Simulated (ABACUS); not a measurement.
The system is Au.

```
CELL_PARAMETERS angstrom
2.87792 0.00000 0.00000
1.43896 2.49236 0.00000
1.43896 0.83079 2.34982
ATOMIC_POSITIONS crystal
Au 0.00000 0.00000 0.00000
```

Base run:

```yaml
Program: ABACUS 3.10.1
Functional: r2SCAN
Potentials_or_basis: SG15 ONCV 1.2 PBE
Cutoff: 1361 eV
Density_cutoff: 5442 eV
Basis: DZP LCAO (the cutoffs set its grid)
k_mesh: 8 × 8 × 8
Occupations: fermi-dirac, width 0.05 eV
Spin: no spin polarisation
```

Its results: band gap on the k mesh none (metal or under the smearing width); pressure 8.5 GPa.

Q: The run is repeated on the same cell with these changes: functional from r2SCAN to SCAN. What comes out?

A: Band gap on the k mesh none (metal or under the smearing width); pressure 6.7 GPa.

Caveats: the atomic orbitals were generated for these runs and aren't a published set; the potentials were made for another functional, which shifts forces and pressure; the basis of atomic orbitals isn't converged, which shifts pressures, moduli and gaps.

Not every run made on this cell is shown here.
